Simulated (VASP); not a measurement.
# Nb5C6 in VASP: notebook

One slab, Nb5C6, is run at these levels: PBE; tasks: single point.

Everything below comes from runs of VASP 6.6.1. Logs are shortened: lines on timing, memory, paths and dates and some standing lists are left out, and cuts for length are marked.

## Step 1: The slab as given

The cell holds a slab with vacuum, 11 atoms: a = 3.111 Å, b = 3.111 Å, c = 18.702 Å, α = 90.00°, β = 90.00°, γ = 120.00°.

## Step 2: Single point, PBE

Input file INCAR:

```
PREC = Accurate
ENCUT = 460
EDIFF = 1E-7
ISMEAR = 1
SIGMA = 0.1
LREAL = False
LASPH = True
NELM = 120
ALGO = Normal
ISIF = 2
LWAVE = False
LCHARG = False
GGA = PE
NBANDS = 64
LVHAR = True
LVACPOTAV = True
IDIPOL = 3
```

Input file KPOINTS:

```
regular mesh
0
Gamma
  10 10 1
```

Input file POSCAR:

```
Nb5C6
1.0
    3.1112698372      0.0000000000      0.0000000000
   -1.5556349186      2.6944387171      0.0000000000
    0.0000000000      0.0000000000     18.7017059222
C Nb
6 5
Direct
    0.3333333333      0.6666666667      0.1604131737
    0.0000000000      0.0000000000      0.2962479042
    0.6666666667      0.3333333333      0.4320826347
    0.3333333333      0.6666666667      0.5679173653
    0.0000000000      0.0000000000      0.7037520958
    0.6666666667      0.3333333333      0.8395868263
    0.6666666667      0.3333333333      0.2283305389
    0.3333333333      0.6666666667      0.3641652695
    0.0000000000      0.0000000000      0.5000000000
    0.6666666667      0.3333333333      0.6358347305
    0.3333333333      0.6666666667      0.7716694611
```

Potentials or basis: VASP PAW PBE potentials, release 64 (C, Nb_sv).

On the command line:

```bash
$ cat potpaw_PBE.64/C/POTCAR potpaw_PBE.64/Nb_sv/POTCAR > POTCAR
$ mpirun -np 1 vasp_std > vasp.out
```

OUTCAR:

```text
PREC = Accurate
   ENCUT = 460
   EDIFF = 1E-7
   ISMEAR = 1
   LREAL = False
   LASPH = True
   NELM = 120
   ISIF = 2
   GGA = PE

 Found     14 irreducible k-points:

 Following reciprocal coordinates:
            Coordinates               Weight
  0.000000  0.000000  0.000000      1.000000
  0.100000  0.000000  0.000000      6.000000
  0.200000  0.000000  0.000000      6.000000
  0.300000  0.000000  0.000000      6.000000
  0.400000  0.000000  0.000000      6.000000
  0.500000  0.000000  0.000000      3.000000
   k-points           NKPTS =     14   k-points in BZ     NKDIM =     14   number of bands    NBANDS=     64
   number of dos      NEDOS =    301   number of ions     NIONS =     11
   total plane-waves  NPLWV =  80640
   dimension x,y,z NGX =    24 NGY =   24 NGZ =  140
   dimension x,y,z NGXF=    48 NGYF=   48 NGZF=  280
   ions per type =               6   5
   NGX,Y,Z   is equivalent  to a cutoff of  12.82, 12.82, 12.45 a.u.
   NGXF,Y,Z  is equivalent  to a cutoff of  25.65, 25.65, 24.89 a.u.
 SYSTEM =  unknown system
   PREC   = accura    normal or accurate (medium, high low for compatibility)
   ISTART =      0    job   : 0-new  1-cont  2-samecut
   ICHARG =      2    charge: 1-file 2-atom 10-const
   ISPIN  =      1    spin polarized calculation?
   LNONCOLLINEAR =      F non collinear calculations
   LSORBIT =      F    spin-orbit coupling
   LASPH  =      T    aspherical Exc in radial PAW
   ENCUT  =  460.0 eV  33.81 Ry    5.81 a.u.   5.44  5.44 32.71*2*pi/ulx,y,z
   NELM   =    120;   NELMIN=  2; NELMDL= -5     # of ELM steps
   EDIFF  = 0.1E-06   stopping-criterion for ELM
   LREAL  =      F    real-space projection
   EDIFFG = 0.1E-05   stopping-criterion for IOM
   NSW    =      0    number of steps for IOM
   IBRION =     -1    ionic relax: 0-MD 1-quasi-New 2-CG
   NFREE  =      0    steps in history (QN), initial steepest desc. (CG)
   ISIF   =      2    stress and relaxation
   ISYM   =      2    0-nonsym 1-usesym 2-fastsym
   POTIM  = 0.5000    time-step for ionic-motion
   TEBEG  =    0.0;   TEEND  =   0.0 temperature during run
   PSTRESS=    0.0 pullay stress
   NELECT =      89.0000    total number of electrons
   NUPDOWN=      -1.0000    fix difference up-down
   EMIN   =  10.00;   EMAX   =-10.00  energy-range for DOS
   EFERMI =   0.00;   METHOD = LEGACY
   ISMEAR =     1;   SIGMA  =   0.10  broadening in eV -4-tet -1-fermi 0-gaus
   EFERMI_NEDOS =   21; number of points for ismear=-14 and -15
   IALGO  =     38    algorithm
   IMIX   =      4    mixing-type and parameters
     AMIX     =   0.40;   BMIX     =  1.00
     AMIX_MAG =   1.60;   BMIX_MAG =  1.00
  volume/ion in A,a.u.               =      14.25        96.18
  Fermi-wavevector in a.u.,A,eV,Ry     =   1.355530  2.561580 25.000178  1.837461
  Thomas-Fermi vector in A             =   2.482610
   LORBIT       =      0    0 simple, 1 ext, 2 COOP (PROOUT), +10 PAW based schemes
   GGA     = PE    functional components
   LHFCALC =     F    Hartree Fock is set to
   AEXX    =    0.0000 exact exchange contribution
   IVDW    =     0    specifies the selected vdW correction
   LEPSILON=     F    determine dielectric tensor
   LRPA    =     F    only Hartree local field effects (RPA)
 non-spin polarized calculation
 Methfessel and Paxton  Order N= 1 SIGMA  =   0.10
  energy-cutoff  :      460.00
  volume of cell :      156.78
 maximum number of plane-waves:      3605
 NGX is ok and might be reduce to    24
   NGX = 11   NGY = 11   NGZ = 65

 number of electron      89.0000004 magnetization

 Free energy of the ion-electron system (eV)
  ---------------------------------------------------
  ext. energy  EPLUGINS =         0.00000000
  ---------------------------------------------------
  free energy    TOTEN  =      -105.03827060 eV

  energy without entropy =     -105.03657805  energy(sigma->0) =     -105.03770642

 E-fermi :   7.3333     XC(G=0): -10.5649

 val. band max:        7.3259701488   @ k =   0.5000   0.0000   0.0000
 cond. band min:       7.3411961906   @ k =   0.3000   0.1000   0.0000
 fundamental gap:      0.0152260417
 Fermi energy:         7.3333493484

 k-point     1 :       0.0000    0.0000    0.0000
  band No.  band energies     occupation
      1     -48.3145      2.00000
      2     -48.2381      2.00000
      3     -48.2091      2.00000
      4     -47.4664      2.00000
      5     -47.4664      2.00000
      6     -24.8830      2.00000
[... 48 lines left out ...]
     55       9.2238     -0.00000
     56       9.6341      0.00000

 k-point     2 :       0.1000    0.0000    0.0000
  band No.  band energies     occupation
      1     -48.3043      2.00000
      2     -48.2296      2.00000
      3     -48.2025      2.00000
      4     -47.4582      2.00000
      5     -47.4582      2.00000
      6     -24.8551      2.00000
[... 48 lines left out ...]
     55       9.3978      0.00000
     56       9.6675      0.00000

 k-point     3 :       0.2000    0.0000    0.0000
  band No.  band energies     occupation
      1     -48.2773      2.00000
      2     -48.2073      2.00000
      3     -48.1853      2.00000
      4     -47.4366      2.00000
      5     -47.4366      2.00000
      6     -24.7824      2.00000
[... 48 lines left out ...]
     55       9.8972      0.00000
     56      10.2400      0.00000

 k-point     4 :       0.3000    0.0000    0.0000
  band No.  band energies     occupation
      1     -48.2428      2.00000
      2     -48.1796      2.00000
      3     -48.1648      2.00000
      4     -47.4097      2.00000
      5     -47.4097      2.00000
      6     -24.7233      2.00000
[... 48 lines left out ...]
     55      10.3163      0.00000
     56      10.8306      0.00000

 k-point     5 :       0.4000    0.0000    0.0000
  band No.  band energies     occupation
      1     -48.2135      2.00000
      2     -48.1570      2.00000
      3     -48.1494      2.00000
      4     -47.3879      2.00000
      5     -47.3879      2.00000
      6     -24.8691      2.00000
[... 48 lines left out ...]
     55      10.7607      0.00000
     56      10.9581      0.00000

 k-point     6 :       0.5000    0.0000    0.0000
  band No.  band energies     occupation
      1     -48.2018      2.00000
      2     -48.1484      2.00000
      3     -48.1439      2.00000
      4     -47.3795      2.00000
      5     -47.3795      2.00000
      6     -24.9372      2.00000
[... 48 lines left out ...]
     55      10.9929      0.00000
     56      11.0548      0.00000

 [... further k-points ...]

 [bands above 56 left out]

------------------------ aborting loop because EDIFF is reached ----------------------------------------

 dipolmoment           0.000000      0.000000     -0.000000 electrons x Angstroem

  FORCE on cell =-STRESS in cart. coord.  units (eV):
  Direction    XX          YY          ZZ          XY          YZ          ZX
  --------------------------------------------------------------------------------------
  -------------------------------------------------------------------------------------
  Total       10.2190157     10.2190157      4.9079062      0.0000000      0.0000000      0.0000000
  in kB      104.4317217    104.4317217     50.1556226      0.0000000      0.0000000      0.0000000
  external PRESSURE =      86.3396886 kB  Pullay stress =       0.0000000 kB

 VOLUME and BASIS-vectors are now :
 -----------------------------------------------------------------------------
  energy-cutoff  :      460.00
  volume of cell :      156.78
      direct lattice vectors                 reciprocal lattice vectors
     3.111269837  0.000000000  0.000000000     0.321412173  0.185567405  0.000000000
    -1.555634919  2.694438717  0.000000000     0.000000000  0.371134810  0.000000000
     0.000000000  0.000000000 18.701705922     0.000000000  0.000000000  0.053471058

 POSITION                                       TOTAL-FORCE (eV/Angst)
 -----------------------------------------------------------------------------------
     -0.00000      1.79629      3.00000         0.000000     -0.000000      2.164735
      0.00000      0.00000      5.54034         0.000000      0.000000      0.342754
      1.55563      0.89815      8.08068         0.000000     -0.000000     -0.064128
     -0.00000      1.79629     10.62102         0.000000      0.000000      0.064128
      0.00000      0.00000     13.16136         0.000000      0.000000     -0.342754
      1.55563      0.89815     15.70171        -0.000000      0.000000     -2.164735
      1.55563      0.89815      4.27017        -0.000000      0.000000     -3.408406
     -0.00000      1.79629      6.81051         0.000000      0.000000     -0.098135
      0.00000      0.00000      9.35085         0.000000      0.000000      0.000000
      1.55563      0.89815     11.89119        -0.000000     -0.000000      0.098135
     -0.00000      1.79629     14.43154        -0.000000      0.000000      3.408406
 -----------------------------------------------------------------------------------
    total drift:                                0.000000      0.000000      0.000000

  FREE ENERGIE OF THE ION-ELECTRON SYSTEM (eV)
  ---------------------------------------------------
  free  energy   TOTEN  =      -105.0382706039 eV

  energy  without entropy=     -105.0365780480  energy(sigma->0) =     -105.03770642
```

Wall time 1.7 min (1 thread of Intel Xeon 6975P-C (Granite Rapids), shared host); peak memory 0.3 GiB.

The run converged, but some of its settings lie outside the range that counts as converged, so its numbers aren't taken as properties of the slab.

Results:

| Property | Result |
| --- | --- |
| Free energy | -105.0383 eV |
| Largest force | 3.408 eV/Å |
| Band gap on the k mesh | none (metal or under the smearing width) |

Caveat: the cutoff is under 1.25 times the usual one of these potentials, so pressure, stress and relaxed cells hold a basis-set (Pulay) error.

## Step 3: Single point, PBE

This run uses another cell than the first one, of 15.78 Å³/atom, 1.107 times its volume.

Changes to INCAR since step 2:

```diff
@@ -12,2 +12,5 @@
 LCHARG = False
+LDIPOL = True
+IDIPOL = 3
+DIPOL = 0.5 0.5 0.500
 GGA = PE
@@ -16,2 +19 @@
 LVACPOTAV = True
-IDIPOL = 3
```

KPOINTS is that of step 2.

Input file POSCAR:

```
Nb5C6
1.0
    3.1112698372      0.0000000000      0.0000000000
   -1.5556349186      2.6944387171      0.0000000000
    0.0000000000      0.0000000000     20.7017059222
C Nb
6 5
Direct
    0.3333333333      0.6666666667      0.1932207913
    0.0000000000      0.0000000000      0.3159324748
    0.6666666667      0.3333333333      0.4386441583
    0.3333333333      0.6666666667      0.5613558417
    0.0000000000      0.0000000000      0.6840675252
    0.6666666667      0.3333333333      0.8067792087
    0.6666666667      0.3333333333      0.2545766331
    0.3333333333      0.6666666667      0.3772883165
    0.0000000000      0.0000000000      0.5000000000
    0.6666666667      0.3333333333      0.6227116835
    0.3333333333      0.6666666667      0.7454233669
```

Potentials or basis: VASP PAW PBE potentials, release 64 (C, Nb_sv).

On the command line:

```bash
$ cat potpaw_PBE.64/C/POTCAR potpaw_PBE.64/Nb_sv/POTCAR > POTCAR
$ mpirun -np 1 vasp_std > vasp.out
```

Wall time 2 min (1 thread of Intel Xeon 6975P-C (Granite Rapids), shared host); peak memory 0.31 GiB.

These settings aren't checked as converged: the numbers below hold their error.

Results:

| Item | Value |
| --- | --- |
| Free energy | -105.0400 eV |
| Largest force | 3.408 eV/Å |
| Band gap on the k mesh | none (metal or under the smearing width) |
| Work function of the upper face | 6.45 eV |
| Work function of the lower face | 6.45 eV |

Caveat: the cutoff is under 1.25 times the usual one of these potentials, so pressure, stress and relaxed cells hold a basis-set (Pulay) error.

## Step 4: Single point, PBE

This run uses another cell than the first one, of 17.30 Å³/atom, 1.214 times its volume.

INCAR is that of step 3.

KPOINTS is that of step 3.

Input file POSCAR:

```
Nb5C6
1.0
    3.1112698372      0.0000000000      0.0000000000
   -1.5556349186      2.6944387171      0.0000000000
    0.0000000000      0.0000000000     22.7017059222
C Nb
6 5
Direct
    0.3333333333      0.6666666667      0.2202477654
    0.0000000000      0.0000000000      0.3321486592
    0.6666666667      0.3333333333      0.4440495531
    0.3333333333      0.6666666667      0.5559504469
    0.0000000000      0.0000000000      0.6678513408
    0.6666666667      0.3333333333      0.7797522346
    0.6666666667      0.3333333333      0.2761982123
    0.3333333333      0.6666666667      0.3880991062
    0.0000000000      0.0000000000      0.5000000000
    0.6666666667      0.3333333333      0.6119008938
    0.3333333333      0.6666666667      0.7238017877
```

On the command line:

```bash
$ cat potpaw_PBE.64/C/POTCAR potpaw_PBE.64/Nb_sv/POTCAR > POTCAR
$ mpirun -np 1 vasp_std > vasp.out
```

It took 2.4 min on 1 thread of Intel Xeon 6975P-C (Granite Rapids), shared host; peak memory 0.33 GiB.

These settings aren't checked as converged: the numbers below hold their error.

Results:

| Item | Value |
| --- | --- |
| Free energy | -105.0417 eV |
| Largest force | 3.409 eV/Å |
| Band gap on the k mesh | none (metal or under the smearing width) |
| Work function of the upper face | 6.46 eV |
| Work function of the lower face | 6.46 eV |

Caveat: the cutoff is under 1.25 times the usual one of these potentials, so pressure, stress and relaxed cells hold a basis-set (Pulay) error.

## Step 5: Single point, PBE

This run uses another cell than the first one, of 18.83 Å³/atom, 1.321 times its volume.

INCAR is that of step 4.

KPOINTS is that of step 4.

Input file POSCAR:

```
Nb5C6
1.0
    3.1112698372      0.0000000000      0.0000000000
   -1.5556349186      2.6944387171      0.0000000000
    0.0000000000      0.0000000000     24.7017059222
C Nb
6 5
Direct
    0.3333333333      0.6666666667      0.2428982038
    0.0000000000      0.0000000000      0.3457389223
    0.6666666667      0.3333333333      0.4485796408
    0.3333333333      0.6666666667      0.5514203592
    0.0000000000      0.0000000000      0.6542610777
    0.6666666667      0.3333333333      0.7571017962
    0.6666666667      0.3333333333      0.2943185631
    0.3333333333      0.6666666667      0.3971592815
    0.0000000000      0.0000000000      0.5000000000
    0.6666666667      0.3333333333      0.6028407185
    0.3333333333      0.6666666667      0.7056814369
```

On the command line:

```bash
$ cat potpaw_PBE.64/C/POTCAR potpaw_PBE.64/Nb_sv/POTCAR > POTCAR
$ mpirun -np 1 vasp_std > vasp.out
```

Wall time 2.8 min (1 thread of Intel Xeon 6975P-C (Granite Rapids), shared host); peak memory 0.36 GiB.

These settings aren't checked as converged: the numbers below hold their error.

What came out:

* Free energy: -105.0430 eV
* Largest force: 3.408 eV/Å
* Band gap on the k mesh: none (metal or under the smearing width)
* Work function of the upper face: 6.46 eV
* Work function of the lower face: 6.46 eV

Caveat: the cutoff is under 1.25 times the usual one of these potentials, so pressure, stress and relaxed cells hold a basis-set (Pulay) error.

## Step 6: Single point, PBE

This run uses another cell than the first one, of 18.83 Å³/atom, 1.321 times its volume.

Changes to INCAR since step 5:

```diff
@@ -2,3 +2,3 @@
 ENCUT = 460
-EDIFF = 1E-7
+EDIFF = 0.001
 ISMEAR = 1
```

KPOINTS is that of step 5.

POSCAR is that of step 5.

Potentials or basis: VASP PAW PBE potentials, release 64 (C, Nb_sv).

On the command line:

```bash
$ cat potpaw_PBE.64/C/POTCAR potpaw_PBE.64/Nb_sv/POTCAR > POTCAR
$ mpirun -np 1 vasp_std > vasp.out
```

Wall time 92 s (1 thread of Intel Xeon 6975P-C (Granite Rapids), shared host); peak memory 0.36 GiB.

The run converged, but some of its settings lie outside the range that counts as converged, so its numbers aren't taken as properties of the slab.

What came out:

| Property | Result |
| --- | --- |
| Free energy | -105.0428 eV |
| Largest force | 3.447 eV/Å |
| Band gap on the k mesh | none (metal or under the smearing width) |

Caveat: the cutoff is under 1.25 times the usual one of these potentials, so pressure, stress and relaxed cells hold a basis-set (Pulay) error.
